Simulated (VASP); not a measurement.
Input of a VASP 6.6.1 run:

File INCAR:

```
  PREC = Accurate
  ENCUT = 520
  EDIFF = 1E-7
  ISMEAR = -1
  SIGMA = 0.05
  LREAL = F
  LASPH = T
  NELM = 100
  ALGO = Fast
  ISIF = 2
  LWAVE = F
  LCHARG = F
  GGA = PE
  NBANDS = 58
```

The input KPOINTS:

```
Automatic mesh
0
Gamma
  3 4 3
```

File POSCAR:

```
GePt
1.0
    5.5252280000     -0.0432780000      0.2258600000
   -0.0279770000      3.8650160000     -0.0261550000
    0.2402750000     -0.0430430000      6.0835130000
Pt Ge
4 4
Direct
    0.9974743852      0.2626616203      0.1907317943
    0.5065368381      0.7315210276      0.7066787763
    0.4901223758      0.2910304089      0.3038280448
    0.9937096648      0.7355782897      0.7925119557
    0.1560167285      0.2547386916      0.5987507140
    0.2988069483      0.7534933083      0.0747142449
    0.6796272274      0.2117645478      0.9086136737
    0.8123844365      0.7762814952      0.3859402443
```

Potentials or basis: VASP PAW PBE potentials, release 64 (Pt, Ge_d).

Launch:

```bash
$ cat potpaw_PBE.64/Pt/POTCAR potpaw_PBE.64/Ge_d/POTCAR > POTCAR
$ mpirun -np 1 vasp_std > vasp.out
```

(1) Estimate the pressure.

(2) Predict the largest force.

(3) Estimate the band gap on the k mesh.

Results:

(1) 10.7 GPa.

(2) 1.838 eV/Å.

(3) none (metal or under the smearing width).

Caveat: the k mesh is coarse (spacing up to 0.41 Å⁻¹), so the values aren't converged; forces of over 1 eV/Å show positions far from the minimum, so gaps and moduli don't describe the material at rest.
